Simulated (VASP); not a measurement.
Input of a VASP 6.6.1 run:

File INCAR:

```
PREC     = Accurate       # precision mode
ENCUT    = 520            # plane-wave cutoff, eV
EDIFF    = 1E-6           # SCF threshold, eV
ISMEAR   = -1             # smearing method
SIGMA    = 0.05           # smearing width, eV
LREAL    = Auto         
LASPH    = True           # aspherical terms in the spheres
NELM     = 100            # most SCF steps
ALGO     = Fast           # electronic algorithm
ISIF     = 2              # what is computed and relaxed
LWAVE    = False          # write WAVECAR
LCHARG   = False          # write CHGCAR
GGA      = PE             # functional
IVDW     = 12             # dispersion correction
NBANDS   = 56             # bands
```

The input KPOINTS:

```
regular mesh
0
Gamma
  1 1 1
```

POSCAR

```
H19NO8
1.0
    6.0659390000      0.0000000000      0.0000000000
    0.0000000000      6.0659390000      0.0000000000
    0.0000000000      0.0000000000      6.0659390000
O H N
8 19 1
Direct
    0.4720786015      0.0916263747      0.7269113652
    0.0551934334      0.2774673468      0.5427519136
    0.8629496604      0.0644088244      0.9282981580
    0.6957702674      0.6996443584      0.0943299957
    0.6639038078      0.5872792324      0.5733325047
    0.3058718527      0.4834700778      0.8348913499
    0.0801195000      0.4916303972      0.1943145159
    0.6550016411      0.1039080677      0.3421564246
    0.4122032879      0.2351820551      0.7762524483
    0.5619245429      0.1082107815      0.5857460815
    0.0744649757      0.3582627521      0.3920909854
    0.1357580417      0.1379670979      0.5595671173
    0.8456893483      0.1426489782      1.0611382673
    0.7296974137      0.0846694963      0.8404139903
    0.8227085699      0.5937910025      0.1218113140
    0.7862426576      0.8271761388      0.0246952698
    0.6723278952      0.5671009880      0.4134067289
    0.7898035242      0.5157486747      0.6300920599
    0.4317056271      0.5572096917      0.7610033665
    0.2139487390      0.4468557959      0.7064198964
    0.1254051516      0.6555951189      0.2177898591
    0.1774663412      0.4448280802      0.0726350858
    0.6829940097     -0.0509072050      0.3218627817
    0.7911718202      0.1763618131      0.3993281172
    0.2115748279      0.9483445185      0.0142599522
    0.3226540854      1.0175011651      0.2640811258
    0.4045540188      0.8062065906      0.1529194408
    0.2618885551      0.8948820620      0.1763288421
```

Potentials or basis: VASP PAW PBE potentials, release 64 (O, H, N).

The run is started by

```console
$ cat potpaw_PBE.64/O/POTCAR potpaw_PBE.64/H/POTCAR potpaw_PBE.64/N/POTCAR > POTCAR
$ mpirun -np 1 vasp_gam > vasp.out
```

(1) What does it give for the band gap on the k mesh?

(2) Estimate the pressure.

(3) Predict the dispersion energy per atom.

(4) Estimate the largest force.

Results:

(1) 4.75 eV, direct.

(2) 2.6 GPa.

(3) -0.043 eV.

(4) 2.689 eV/Å.
